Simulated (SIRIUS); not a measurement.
Ru:

```
CELL_PARAMETERS angstrom
2.70580 0.00000 0.00000
-1.35290 2.34329 0.00000
0.00000 0.00000 4.28190
ATOMIC_POSITIONS crystal
Ru 0.66667 0.33333 0.75000
Ru 0.33333 0.66667 0.25000
```

```yaml
Program: SIRIUS 7.12.0
Task: relaxation of cell and atoms
Functional: PBEsol
Dispersion: D3(BJ)
Potentials_or_basis: PseudoDojo 0.4.1 PBE standard (scalar relativistic)
Cutoff: 1152 eV
Density_cutoff: 4606 eV
k_mesh: 5 × 5 × 3
Occupations: fermi-dirac, width 0.05 eV
Spin: no spin polarisation
```

At the start: pressure -13.5 GPa; volume 13.57 Å³/atom.

Problem. How do energy, volume and symmetry change on relaxing?

Solution. Over 5 steps the energy falls by 26.0 meV/atom and the volume is 13.03 Å³/atom (-4.0 %); space group P6_3/mmc (No. 194, to 0.05 Å).

The path:
```tsv
step	energy change (eV)	largest force (eV/Å)	pressure (GPa)	volume (Å³)
1	0.0000	0.0000	-13.45	27.15
2	-0.0414	0.0000	-5.78	26.49
3	-0.0512	0.0000	0.65	26.01
4	-0.0517	0.0000	0.33	26.03
5	-0.0521	0.0000	0.00	26.05
```

Final structure:
```
Ru
1.0
     2.65691    0.00000    0.00000
    -1.32845    2.30095    0.00000
     0.00000    0.00000    4.26114
Ru
2
Cartesian
  1.3285 0.7670 3.1959
  0.0000 1.5340 1.0653
```

Caveat: the k mesh is coarse (spacing up to 0.54 Å⁻¹), so the values aren't converged; the potentials were made for another functional, which shifts forces and pressure; pairwise dispersion overbinds metals, which lowers pressure and volume.
